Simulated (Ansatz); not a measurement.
The system is Co.

```xyz
4
Lattice="2.4706 0.0000 0.0000 -1.2353 2.1396 0.0000 0.0000 0.0000 8.0882" Properties=species:S:1:pos:R:3 pbc="T T T"
Co    1.2353    0.7132    6.0662
Co    0.0000    0.0000    4.0441
Co    0.0000    1.4264    2.0221
Co    0.0000    0.0000    0.0000
```

Base run:

* Program: Ansatz 0.2.0
* Functional: PBE
* Potentials or basis: Ansatz PAW
* Cutoff: 420 eV (not typed: the program's choice for these potentials)
* k mesh: 9 × 9 × 3
* Occupations: fermi-dirac, width 0.05 eV
* Spin: collinear spin, ferromagnetic start
* Starting moments: [2.0, 2.0, 2.0, 2.0] μB

Its results: band gap on the k mesh none (metal or under the smearing width); pressure 3.1 GPa; net moment 6.26 μB per cell; site moments Co +1.65, +1.62 μB.

Question: The run is repeated on the same cell with these changes: functional from PBE to BPBE; k mesh from 9 × 9 × 3 to 12 × 12 × 4. What comes out?

Answer: Band gap on the k mesh none (metal or under the smearing width); pressure 4.2 GPa; net moment 6.58 μB per cell; site moments Co +1.72, +1.70 μB.

Several settings changed at once, so the effect can't be laid on one alone.

Caveats: the PAW data sets come from PBE, with cores solved anew for the run's functional, which leaves a small shift of forces and pressure (some runs).
